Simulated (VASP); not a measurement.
# SnSe2 in VASP: a series of runs

The runs below take SnSe2 through single point, with PBE.

Everything below comes from runs of VASP 6.6.1. Logs are shortened: lines on timing, memory, paths and dates and some standing lists are left out, and cuts for length are marked.

### Step 1. Starting point

The cell holds a slab with vacuum, 3 atoms: a = 3.811 Å, b = 3.811 Å, c = 7.056 Å, α = 90.00°, β = 90.00°, γ = 120.00°.

### Step 2. Single point, PBE

File INCAR:

```
ALGO = Normal
DIPOL = 0.5 0.5 0.500
EDIFF = 1E-7
ENCUT = 460
GGA = PE
IDIPOL = 3
ISIF = 2
ISMEAR = 0
LASPH = True
LCHARG = False
LDIPOL = True
LREAL = False
LVACPOTAV = True
LVHAR = True
LWAVE = False
NBANDS = 24
NELM = 120
PREC = Accurate
SIGMA = 0.05
```

File KPOINTS:

```
k-points
0
Gamma
  7 7 1
```

File POSCAR:

```
SnSe2
1.0
    3.8110000000      0.0000000000      0.0000000000
   -1.9055000000      3.3004228100      0.0000000000
    0.0000000000      0.0000000000      7.0557280000
Se Sn
2 1
Direct
    0.6666666667      0.3333333333      0.2834576390
    0.3333333333      0.6666666667      0.7165423610
    0.0000000000      0.0000000000      0.5000000000
```

Potentials or basis: VASP PAW PBE potentials, release 64 (Se, Sn_d).

On the command line:

```
$ cat potpaw_PBE.64/Se/POTCAR potpaw_PBE.64/Sn_d/POTCAR > POTCAR
$ mpirun -np 1 vasp_std > vasp.out
```

OUTCAR:

```text
EDIFF = 1E-7
   ENCUT = 460
   GGA = PE
   ISIF = 2
   ISMEAR = 0
   LASPH = True
   LREAL = False
   NELM = 120
   PREC = Accurate

 Found      8 irreducible k-points:

 Following reciprocal coordinates:
            Coordinates               Weight
  0.000000  0.000000  0.000000      1.000000
  0.142857  0.000000  0.000000      6.000000
  0.285714  0.000000  0.000000      6.000000
  0.428571  0.000000  0.000000      6.000000
  0.142857  0.142857  0.000000      6.000000
  0.285714  0.142857  0.000000     12.000000
   k-points           NKPTS =      8   k-points in BZ     NKDIM =      8   number of bands    NBANDS=     24
   number of dos      NEDOS =    301   number of ions     NIONS =      3
   total plane-waves  NPLWV =  39200
   dimension x,y,z NGX =    28 NGY =   28 NGZ =   50
   dimension x,y,z NGXF=    56 NGYF=   56 NGZF=  100
   ions per type =               2   1
   NGX,Y,Z   is equivalent  to a cutoff of  12.21, 12.21, 11.78 a.u.
   NGXF,Y,Z  is equivalent  to a cutoff of  24.43, 24.43, 23.56 a.u.
 SYSTEM =  unknown system
   PREC   = accura    normal or accurate (medium, high low for compatibility)
   ISTART =      0    job   : 0-new  1-cont  2-samecut
   ICHARG =      2    charge: 1-file 2-atom 10-const
   ISPIN  =      1    spin polarized calculation?
   LNONCOLLINEAR =      F non collinear calculations
   LSORBIT =      F    spin-orbit coupling
   LASPH  =      T    aspherical Exc in radial PAW
   ENCUT  =  460.0 eV  33.81 Ry    5.81 a.u.   6.66  6.66 12.34*2*pi/ulx,y,z
   NELM   =    120;   NELMIN=  2; NELMDL= -5     # of ELM steps
   EDIFF  = 0.1E-06   stopping-criterion for ELM
   LREAL  =      F    real-space projection
   EDIFFG = 0.1E-05   stopping-criterion for IOM
   NSW    =      0    number of steps for IOM
   IBRION =     -1    ionic relax: 0-MD 1-quasi-New 2-CG
   NFREE  =      0    steps in history (QN), initial steepest desc. (CG)
   ISIF   =      2    stress and relaxation
   ISYM   =      2    0-nonsym 1-usesym 2-fastsym
   POTIM  = 0.5000    time-step for ionic-motion
   TEBEG  =    0.0;   TEEND  =   0.0 temperature during run
   PSTRESS=    0.0 pullay stress
   NELECT =      26.0000    total number of electrons
   NUPDOWN=      -1.0000    fix difference up-down
   EMIN   =  10.00;   EMAX   =-10.00  energy-range for DOS
   EFERMI =   0.00;   METHOD = LEGACY
   ISMEAR =     0;   SIGMA  =   0.05  broadening in eV -4-tet -1-fermi 0-gaus
   EFERMI_NEDOS =   21; number of points for ismear=-14 and -15
   IALGO  =     38    algorithm
   IMIX   =      4    mixing-type and parameters
     AMIX     =   0.40;   BMIX     =  1.00
     AMIX_MAG =   1.60;   BMIX_MAG =  1.00
  volume/ion in A,a.u.               =      29.58       199.63
  Fermi-wavevector in a.u.,A,eV,Ry     =   1.087299  2.054698 16.085080  1.182220
  Thomas-Fermi vector in A             =   2.223456
   LORBIT       =      0    0 simple, 1 ext, 2 COOP (PROOUT), +10 PAW based schemes
   GGA     = PE    functional components
   LHFCALC =     F    Hartree Fock is set to
   AEXX    =    0.0000 exact exchange contribution
   IVDW    =     0    specifies the selected vdW correction
   LEPSILON=     F    determine dielectric tensor
   LRPA    =     F    only Hartree local field effects (RPA)
 non-spin polarized calculation
 Gauss-broadening in eV      SIGMA  =   0.05
  energy-cutoff  :      460.00
  volume of cell :       88.75
 maximum number of plane-waves:      1997
 NGX is ok and might be reduce to    28
   NGX = 13   NGY = 13   NGZ = 25

 number of electron      26.0000009 magnetization

 dipolmoment           0.000000      0.000000     -0.000000 electrons x Angstroem

 Free energy of the ion-electron system (eV)
  ---------------------------------------------------
  ext. energy  EPLUGINS =         0.00000000
  ---------------------------------------------------
  free energy    TOTEN  =       -11.77737236 eV

  energy without entropy =      -11.77737236  energy(sigma->0) =      -11.77737236

 E-fermi :   3.0270     XC(G=0):  -8.5948

 val. band max:        2.6944698437   @ k =   0.1429   0.0000   0.0000
 cond. band min:       3.8178064724   @ k =   0.4286   0.0000   0.0000
 fundamental gap:      1.1233366287
 Fermi energy:         3.0269759522

 k-point     1 :       0.0000    0.0000    0.0000
  band No.  band energies     occupation
      1     -18.4379      2.00000
      2     -18.4379      2.00000
      3     -18.3988      2.00000
      4     -18.3839      2.00000
      5     -18.3839      2.00000
      6     -11.0588      2.00000
[... 16 lines left out ...]
     23      14.1837      0.00000
     24      14.1837      0.00000

 k-point     2 :       0.1429    0.0000    0.0000
  band No.  band energies     occupation
      1     -18.4482      2.00000
      2     -18.4313      2.00000
      3     -18.3937      2.00000
      4     -18.3874      2.00000
      5     -18.3822      2.00000
      6     -10.8561      2.00000
[... 16 lines left out ...]
     23      13.7381      0.00000
     24      14.2191      0.00000

 k-point     3 :       0.2857    0.0000    0.0000
  band No.  band energies     occupation
      1     -18.4740      2.00000
      2     -18.4215      2.00000
      3     -18.3993      2.00000
      4     -18.3756      2.00000
      5     -18.3731      2.00000
      6     -10.2926      2.00000
[... 16 lines left out ...]
     23      14.5972      0.00000
     24      14.7656      0.00000

 k-point     4 :       0.4286    0.0000    0.0000
  band No.  band energies     occupation
      1     -18.4956      2.00000
      2     -18.4186      2.00000
      3     -18.4058      2.00000
      4     -18.3631      2.00000
      5     -18.3608      2.00000
      6      -9.5901      2.00000
[... 16 lines left out ...]
     23      14.9169      0.00000
     24      15.5468      0.00000

 k-point     5 :       0.1429    0.1429    0.0000
  band No.  band energies     occupation
      1     -18.4624      2.00000
      2     -18.4278      2.00000
      3     -18.3927      2.00000
      4     -18.3871      2.00000
      5     -18.3733      2.00000
      6     -10.4706      2.00000
[... 16 lines left out ...]
     23      13.8875      0.00000
     24      15.2285      0.00000

 k-point     6 :       0.2857    0.1429    0.0000
  band No.  band energies     occupation
      1     -18.4806      2.00000
      2     -18.4276      2.00000
      3     -18.3979      2.00000
      4     -18.3763      2.00000
      5     -18.3617      2.00000
      6      -9.8107      2.00000
[... 16 lines left out ...]
     23      14.9421      0.00000
     24      15.5366      0.00000

 [... further k-points ...]

------------------------ aborting loop because EDIFF is reached ----------------------------------------

  FORCE on cell =-STRESS in cart. coord.  units (eV):
  Direction    XX          YY          ZZ          XY          YZ          ZX
  --------------------------------------------------------------------------------------
  -------------------------------------------------------------------------------------
  Total        2.2953534      2.2953534      2.4178664      0.0000000      0.0000000      0.0000000
  in kB       41.4390489     41.4390488     43.6508315      0.0000000      0.0000000      0.0000000
  external PRESSURE =      42.1763097 kB  Pullay stress =       0.0000000 kB

 VOLUME and BASIS-vectors are now :
 -----------------------------------------------------------------------------
  energy-cutoff  :      460.00
  volume of cell :       88.75
      direct lattice vectors                 reciprocal lattice vectors
     3.811000000  0.000000000  0.000000000     0.262398321  0.151495741  0.000000000
    -1.905500000  3.300422810  0.000000000     0.000000000  0.302991482  0.000000000
     0.000000000  0.000000000  7.055728000     0.000000000  0.000000000  0.141728819

 POSITION                                       TOTAL-FORCE (eV/Angst)
 -----------------------------------------------------------------------------------
      1.90550      1.10014      2.00000         0.000000     -0.000000     -0.932205
     -0.00000      2.20028      5.05573        -0.000000      0.000000      0.932205
      0.00000      0.00000      3.52786         0.000000      0.000000     -0.000000
 -----------------------------------------------------------------------------------
    total drift:                               -0.000000      0.000000      0.000000

  FREE ENERGIE OF THE ION-ELECTRON SYSTEM (eV)
  ---------------------------------------------------
  free  energy   TOTEN  =       -11.7773723637 eV

  energy  without entropy=      -11.7773723637  energy(sigma->0) =      -11.77737236
```

Run time: 8.2 s. Hardware: 1 thread of Intel Xeon 6975P-C (Granite Rapids), shared host; peak memory 0.19 GiB.

These settings aren't checked as converged: the numbers below hold their error.

Results:

```
Free energy            : -11.7774 eV
Largest force          : 0.932 eV/Å
Band gap on the k mesh : 1.12 eV, indirect (least direct gap 1.38 eV)
```

Caveat: spin-orbit coupling is left out, which moves the levels of the heavy elements.

### Step 3. Single point, PBE

This run uses another cell than the first one, of 63.12 Å³/atom, 2.134 times its volume.

Changes to INCAR since step 2:

```diff
@@ -3,3 +3,3 @@
 EDIFF = 1E-7
-ENCUT = 460
+ENCUT = 280
 GGA = PE
```

KPOINTS is that of step 2.

File POSCAR:

```
SnSe2
1.0
    3.8110000000      0.0000000000      0.0000000000
   -1.9055000000      3.3004228100      0.0000000000
    0.0000000000      0.0000000000     15.0557280000
Se Sn
2 1
Direct
    0.6666666667      0.3333333333      0.3985194206
    0.3333333333      0.6666666667      0.6014805794
    0.0000000000      0.0000000000      0.5000000000
```

Potentials or basis: VASP PAW PBE potentials, release 64 (Se, Sn_d).

On the command line:

```
$ cat potpaw_PBE.64/Se/POTCAR potpaw_PBE.64/Sn_d/POTCAR > POTCAR
$ mpirun -np 1 vasp_std > vasp.out
```

It took 11 s on 1 thread of Intel Xeon 6975P-C (Granite Rapids), shared host; peak memory 0.2 GiB.

The run converged, but some of its settings lie outside the range that counts as converged, so its numbers aren't taken as properties of the slab.

Results:

- Free energy: -11.7669 eV
- Largest force: 0.882 eV/Å
- Band gap on the k mesh: 1.06 eV, indirect (least direct gap 1.34 eV)
- Ionisation potential of the upper face: 6.09 eV

Caveat: the cutoff is under 1.25 times the usual one of these potentials, so pressure, stress and relaxed cells hold a basis-set (Pulay) error; spin-orbit coupling is left out, which moves the levels of the heavy elements.

### Step 4. Single point, PBE

This run uses another cell than the first one, of 63.12 Å³/atom, 2.134 times its volume.

Changes to INCAR since step 3:

```diff
@@ -3,3 +3,3 @@
 EDIFF = 1E-7
-ENCUT = 280
+ENCUT = 460
 GGA = PE
```

File KPOINTS:

```
k-points
0
Gamma
  5 5 1
```

POSCAR is that of step 3.

On the command line:

```
$ cat potpaw_PBE.64/Se/POTCAR potpaw_PBE.64/Sn_d/POTCAR > POTCAR
$ mpirun -np 1 vasp_std > vasp.out
```

Run time: 15 s. Hardware: 1 thread of Intel Xeon 6975P-C (Granite Rapids), shared host; peak memory 0.27 GiB.

The run converged, but some of its settings lie outside the range that counts as converged, so its numbers aren't taken as properties of the slab.

Results:

* Free energy: -11.7413 eV
* Largest force: 0.860 eV/Å
* Band gap on the k mesh: 1.18 eV, indirect (least direct gap 1.41 eV)
* Ionisation potential of the upper face: 6.10 eV

Caveat: spin-orbit coupling is left out, which moves the levels of the heavy elements.

### Step 5. Single point, PBE

This run uses another cell than the first one, of 75.70 Å³/atom, 2.559 times its volume.

INCAR is that of step 4.

KPOINTS is that of step 4.

File POSCAR:

```
SnSe2
1.0
    3.8110000000      0.0000000000      0.0000000000
   -1.9055000000      3.3004228100      0.0000000000
    0.0000000000      0.0000000000     18.0557280000
Se Sn
2 1
Direct
    0.6666666667      0.3333333333      0.4153806482
    0.3333333333      0.6666666667      0.5846193518
    0.0000000000      0.0000000000      0.5000000000
```

On the command line:

```
$ cat potpaw_PBE.64/Se/POTCAR potpaw_PBE.64/Sn_d/POTCAR > POTCAR
$ mpirun -np 1 vasp_std > vasp.out
```

Run time: 20 s. Hardware: 1 thread of Intel Xeon 6975P-C (Granite Rapids), shared host; peak memory 0.28 GiB.

The run converged, but some of its settings lie outside the range that counts as converged, so its numbers aren't taken as properties of the slab.

What came out:

| Property | Result |
| --- | --- |
| Free energy | -11.7414 eV |
| Largest force | 0.859 eV/Å |
| Band gap on the k mesh | 1.18 eV, indirect (least direct gap 1.41 eV) |
| Ionisation potential of the upper face | 6.10 eV |

Caveat: spin-orbit coupling is left out, which moves the levels of the heavy elements.
